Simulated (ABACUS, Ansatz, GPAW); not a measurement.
Ag: equilibrium volume by level of theory

```
Ag
1.0
     0.00000    2.04275    2.04275
     2.04275    0.00000    2.04275
     2.04275    2.04275    0.00000
Ag
1
Cartesian
  0.0000 0.0000 0.0000
```

| rung | level | program and potentials | cutoff (eV) | k mesh | smearing | task | core time | chip | equilibrium volume (Å³/atom) | miss | notes |
| --- | --- | --- | --- | --- | --- | --- | --- | --- | --- | --- | --- |
| GGA | PBEsol | Ansatz, Ansatz PAW | 420 | 11 × 11 × 11 | fermi-dirac 0.05 | equation of state | 6.8 s | Arm Neoverse V2 | 16.61 | -2.6 % | potentials made for PBE, which Ansatz adapts in part |
| GGA | PBE | Ansatz, Ansatz PAW | 420 | 11 × 11 × 11 | fermi-dirac 0.05 | equation of state | 7 s | Arm Neoverse V1 | 17.80 | +4.4 % | - |
| GGA | PBEsol | Ansatz, Ansatz PAW (files of its older set among them) | 480 | 11 × 11 × 11 | fermi-dirac 0.05 | equation of state | 8.7 s | Arm Neoverse V2 | 16.61 | -2.6 % | potentials made for PBE, which Ansatz adapts in part |
| meta-GGA | r2SCAN | Ansatz, Ansatz PAW | 500 | 11 × 11 × 11 | fermi-dirac 0.05 | equation of state | 17 s | Arm Neoverse V1 | 17.25 | +1.2 % | potentials made for PBE, which Ansatz adapts in part |
| GGA | BLYP | ABACUS, PseudoDojo NC SR 0.5 PBE stringent, plane waves | 1116 | 9 × 9 × 9 | fermi-dirac 0.05 | relaxation of cell and atoms | 17 s | Intel Xeon 6975P-C Granite Rapids | 18.97 | +11.3 % | potentials made for PBE; far from this level's other runs, cause not traced |
| GGA | PBEsol | Ansatz, PseudoDojo stringent | 1116 | 11 × 11 × 11 | fermi-dirac 0.05 | equation of state | 22 s | Arm Neoverse V2 | 16.61 | -2.6 % | potentials made for PBE |
| GGA | PBEsol | Ansatz, JTH PAW | 1380 | 11 × 11 × 11 | fermi-dirac 0.05 | equation of state | 25 s | Arm Neoverse V2 | (a) | ? | potentials made for PBE |
| GGA | PBEint | GPAW, PAW data sets generated for this functional | 600 | 11 × 11 × 11 | fermi-dirac 0.05 | equation of state | 35 s | AMD EPYC 9R45 Zen 5 | 16.89 | -0.9 % | - |

Times are single runs on shared hosts and different chips, so they are rough; meshes, cutoffs and the tasks' sizes weigh on the time. All rows: no spin polarisation. Smearing widths are in eV. For a metal such meshes aren't converged. Meshes differ between rows, which moves values too. Meshes are those of the run's cell of 1 atom unless a note names another. Relaxations start from the cell shown or near it and stop with a little pressure left. Misses use the values as printed. Runs on faulty files, with rough fits or with known faults for this quantity aren't shown. No row holds spin-orbit coupling.

Measured: 17.05 Å³/atom (arxiv:1608.01376). The runs are for a static lattice.

Q: Estimate the value left out from the other rows.

A: (a) 16.63 Å³/atom, miss -2.5 %.
